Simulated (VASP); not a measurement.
# KF (Carobbiite) (Fm-3m) in VASP: further runs, part 2 of 2

VASP 6.6.1. The steps go on from the part before.

## 5. Relaxation of cell and atoms, LDA

Contents of INCAR:

```
SYSTEM = KF
PREC = Accurate
ENCUT = 600
EDIFF = 1E-6
ISMEAR = 0
SIGMA = 0.02
LREAL = .FALSE.
LASPH = .TRUE.
NELM = 100
ALGO = Normal
ISIF = 3
LWAVE = .FALSE.
LCHARG = .FALSE.
IBRION = 2
NSW = 100
EDIFFG = -0.005
```

Contents of KPOINTS:

```
regular mesh
0
G
  8 8 8
  0 0 0
```

Contents of POSCAR:

```
KF
1.0
    0.0000000000      2.5812889743      2.5812889743
    2.5812889743      0.0000000000      2.5812889743
    2.5812889743      2.5812889743      0.0000000000
K F
1 1
Direct
    0.0000000000      0.0000000000      0.0000000000
    0.5000000000      0.5000000000      0.5000000000
```

Potentials or basis: VASP PAW LDA potentials, release 64 (K_sv, F).

Launch:

```
$ cat potpaw_LDA.64/K_sv/POTCAR potpaw_LDA.64/F/POTCAR > POTCAR
$ mpirun -np 1 vasp_std > vasp.out
```

OUTCAR:

```text
SYSTEM = KF
   PREC = Accurate
   ENCUT = 600
   EDIFF = 1E-6
   ISMEAR = 0
   LREAL = .FALSE.
   LASPH = .TRUE.
   NELM = 100
   ISIF = 3
   IBRION = 2
   NSW = 100
   EDIFFG = -0.005

 ion  position               nearest neighbor table
   1  0.000  0.000  0.000-   2 2.58   2 2.58   2 2.58   2 2.58   2 2.58   2 2.58
   2  0.500  0.500  0.500-   1 2.58   1 2.58   1 2.58   1 2.58   1 2.58   1 2.58

  LATTYP: Found a face centered cubic cell.
 ALAT       =     5.1625779486

  Lattice vectors:

 A1 = (   0.0000000000,   2.5812889743,   2.5812889743)
 A2 = (   2.5812889743,   0.0000000000,   2.5812889743)
 A3 = (   2.5812889743,   2.5812889743,   0.0000000000)

Analysis of symmetry for initial positions (statically):
=====================================================================
 Subroutine PRICEL returns:
 Original cell was already a primitive cell.

 Routine SETGRP: Setting up the symmetry group for a
 face centered cubic supercell.

 Subroutine GETGRP returns: Found 48 space group operations
 (whereof 48 operations were pure point group operations)
 out of a pool of 48 trial point group operations.

The static configuration has the point symmetry O_h .

Analysis of symmetry for dynamics (positions and initial velocities):
=====================================================================
 Subroutine PRICEL returns:
 Original cell was already a primitive cell.

 Routine SETGRP: Setting up the symmetry group for a
 face centered cubic supercell.

 Subroutine GETGRP returns: Found 48 space group operations
 (whereof 48 operations were pure point group operations)
 out of a pool of 48 trial point group operations.

The dynamic configuration has the point symmetry O_h .

 Subroutine INISYM returns: Found 48 space group operations
 (whereof 48 operations are pure point group operations),
 and found     1 'primitive' translations

----------------------------------------------------------------------------------------

                                     Primitive cell

  volume of cell :      34.3985

  direct lattice vectors                    reciprocal lattice vectors
     0.000000000  2.581288974  2.581288974    -0.193701676  0.193701676  0.193701676
     2.581288974  0.000000000  2.581288974     0.193701676 -0.193701676  0.193701676
     2.581288974  2.581288974  0.000000000     0.193701676  0.193701676 -0.193701676

  length of vectors
     3.650493876  3.650493876  3.650493876     0.335501144  0.335501144  0.335501144

  position of ions in fractional coordinates (direct lattice)
     0.000000000  0.000000000  0.000000000
     0.500000000  0.500000000  0.500000000

  ion indices of the primitive-cell ions
   primitive index   ion index
                 1           1
                 2           2

----------------------------------------------------------------------------------------

 KPOINTS: regular mesh

Automatic generation of k-mesh.
 Grid dimensions read from file:
 generate k-points for:    8    8    8

 Generating k-lattice:

  Cartesian coordinates                     Fractional coordinates (reciprocal lattice)
    -0.024212709  0.024212709  0.024212709     0.125000000  0.000000000  0.000000000
[... 48 lines left out ...]
   NGXF,Y,Z  is equivalent  to a cutoff of  27.32, 27.32, 27.32 a.u.
 SYSTEM =  KF
   PREC   = accura    normal or accurate (medium, high low for compatibility)
   ISTART =      0    job   : 0-new  1-cont  2-samecut
   ICHARG =      2    charge: 1-file 2-atom 10-const
   ISPIN  =      1    spin polarized calculation?
   LNONCOLLINEAR =      F non collinear calculations
   LSORBIT =      F    spin-orbit coupling
   LASPH  =      T    aspherical Exc in radial PAW
   ENCUT  =  600.0 eV  44.10 Ry    6.64 a.u.   7.29  7.29  7.29*2*pi/ulx,y,z
   NELM   =    100;   NELMIN=  2; NELMDL= -5     # of ELM steps
   EDIFF  = 0.1E-05   stopping-criterion for ELM
   LREAL  =      F    real-space projection
   EDIFFG = -.5E-02   stopping-criterion for IOM
   NSW    =    100    number of steps for IOM
   IBRION =      2    ionic relax: 0-MD 1-quasi-New 2-CG
   NFREE  =      1    steps in history (QN), initial steepest desc. (CG)
   ISIF   =      3    stress and relaxation
   ISYM   =      2    0-nonsym 1-usesym 2-fastsym
   POTIM  = 0.5000    time-step for ionic-motion
   TEBEG  =    0.0;   TEEND  =   0.0 temperature during run
   PSTRESS=    0.0 pullay stress
   NELECT =      16.0000    total number of electrons
   NUPDOWN=      -1.0000    fix difference up-down
   EMIN   =  10.00;   EMAX   =-10.00  energy-range for DOS
   EFERMI =   0.00;   METHOD = LEGACY
   ISMEAR =     0;   SIGMA  =   0.02  broadening in eV -4-tet -1-fermi 0-gaus
   EFERMI_NEDOS =   21; number of points for ismear=-14 and -15
   IALGO  =     38    algorithm
   IMIX   =      4    mixing-type and parameters
     AMIX     =   0.40;   BMIX     =  1.00
     AMIX_MAG =   1.60;   BMIX_MAG =  1.00
  volume/ion in A,a.u.               =      17.20       116.07
  Fermi-wavevector in a.u.,A,eV,Ry     =   1.268435  2.396994 21.890784  1.608927
  Thomas-Fermi vector in A             =   2.401530
   LORBIT       =      0    0 simple, 1 ext, 2 COOP (PROOUT), +10 PAW based schemes
   GGA     = CA    functional components
   LHFCALC =     F    Hartree Fock is set to
   AEXX    =    0.0000 exact exchange contribution
   IVDW    =     0    specifies the selected vdW correction
   LEPSILON=     F    determine dielectric tensor
   LRPA    =     F    only Hartree local field effects (RPA)
 conjugate gradient relaxation of ions
 non-spin polarized calculation
 Gauss-broadening in eV      SIGMA  =   0.02
  energy-cutoff  :      600.00
  volume of cell :       34.40
 maximum number of plane-waves:      1174
 NGX is ok and might be reduce to    30
   NGX = 15   NGY = 15   NGZ = 15

--------------------------------------- Ionic step        1  -------------------------------------------

 number of electron      16.0000001 magnetization

 Free energy of the ion-electron system (eV)
  ---------------------------------------------------
  ext. energy  EPLUGINS =         0.00000000
  ---------------------------------------------------
  free energy    TOTEN  =        -9.07340680 eV

  energy without entropy =       -9.07340680  energy(sigma->0) =       -9.07340680

------------------------ aborting loop because EDIFF is reached ----------------------------------------

  FORCE on cell =-STRESS in cart. coord.  units (eV):
  Direction    XX          YY          ZZ          XY          YZ          ZX
  --------------------------------------------------------------------------------------
  -------------------------------------------------------------------------------------
  Total        0.0384626      0.0384626      0.0384626      0.0000000      0.0000000     -0.0000000
  in kB        1.7914707      1.7914707      1.7914707      0.0000000      0.0000000     -0.0000000
  external PRESSURE =       1.7914707 kB  Pullay stress =       0.0000000 kB
[... 59 lines left out ...]
--------------------------------------- Ionic step        3  -------------------------------------------

 number of electron      16.0000002 magnetization

 Free energy of the ion-electron system (eV)
  ---------------------------------------------------
  ext. energy  EPLUGINS =         0.00000000
  ---------------------------------------------------
  free energy    TOTEN  =        -9.07347990 eV

  energy without entropy =       -9.07347990  energy(sigma->0) =       -9.07347990

 E-fermi :  -2.8593     XC(G=0):  -9.5940

 val. band max:       -2.9402593826   @ k =   0.0000   0.0000   0.0000
 cond. band min:       3.3852354368   @ k =   0.0000   0.0000   0.0000
 fundamental gap:      6.3254948194
 Fermi energy:        -2.8593034206

 k-point     1 :       0.0000    0.0000    0.0000
  band No.  band energies     occupation
      1     -28.3291      2.00000
      2     -21.2081      2.00000
      3     -11.7077      2.00000
      4     -11.7077      2.00000
      5     -11.7077      2.00000
      6      -2.9403      2.00000
      7      -2.9403      2.00000
      8      -2.9403      2.00000
      9       3.3852      0.00000
     10       7.8289      0.00000
     11       7.8289      0.00000
     12       7.8289      0.00000
[... 331 lines left out ...]
 k-point    24 :      -0.3750    0.2500    0.1250
  band No.  band energies     occupation
      1     -28.1425      2.00000
      2     -21.3436      2.00000
      3     -12.1555      2.00000
      4     -12.0279      2.00000
      5     -11.8000      2.00000
      6      -3.6216      2.00000
      7      -3.2783      2.00000
      8      -3.2306      2.00000
      9       6.5505      0.00000
     10       7.3082      0.00000
     11       9.1844      0.00000
     12      10.2225      0.00000

 [... further k-points ...]
[... 5 lines left out ...]
  --------------------------------------------------------------------------------------
  -------------------------------------------------------------------------------------
  Total        0.0018178      0.0018178      0.0018178      0.0000000     -0.0000000     -0.0000000
  in kB        0.0843256      0.0843256      0.0843256      0.0000000     -0.0000000     -0.0000000
  external PRESSURE =       0.0843256 kB  Pullay stress =       0.0000000 kB
[... 17 lines left out ...]
  FREE ENERGIE OF THE ION-ELECTRON SYSTEM (eV)
  ---------------------------------------------------
  free  energy   TOTEN  =        -9.0734798957 eV

  energy  without entropy=       -9.0734798957  energy(sigma->0) =       -9.07347990

 reached required accuracy - stopping structural energy minimisation
```

Wall time 16 s (1 thread of Intel Xeon Platinum 8488C (Sapphire Rapids), shared host); peak memory 0.16 GiB.

What came out:

- Free energy: -9.0735 eV
- Relaxed volume: 17.27 Å³/atom
- Relaxed cell: a = 3.655 Å, b = 3.655 Å, c = 3.655 Å, α = 60.00°, β = 60.00°, γ = 60.00°
- Space group after relaxing (to 0.05 Å): Fm-3m (No. 225)
- Energy gained by relaxing: 0.0 meV/atom
- Ionic steps: 3
- Pressure after relaxing: 0.0 GPa
- Band gap on the k mesh: 6.33 eV, direct

Final structure:
```xyz
2
Lattice="0.0000 2.5848 2.5848 2.5848 0.0000 2.5848 2.5848 2.5848 0.0000" Properties=species:S:1:pos:R:3 pbc="T T T"
K     0.0000    0.0000    0.0000
F     2.5848    2.5848    2.5848
```

Levels at points of the mesh, in eV from the valence-band top:
```csv
k point,band 4,band 5,band 6,band 7,band 8,band 9,band 10,band 11,band 12
"(0.00, 0.00, 0.00)",-8.77,-8.77,0.00,0.00,0.00,6.33,10.77,10.77,10.77
"(0.50, 0.00, 0.00)",-8.81,-8.81,-0.97,-0.46,-0.46,9.19,10.97,12.44,12.44
"(0.50, 0.50, 0.00)",-9.08,-9.08,-0.14,-0.02,-0.02,7.95,10.69,12.20,14.12
```

A k mesh can miss the band edges.
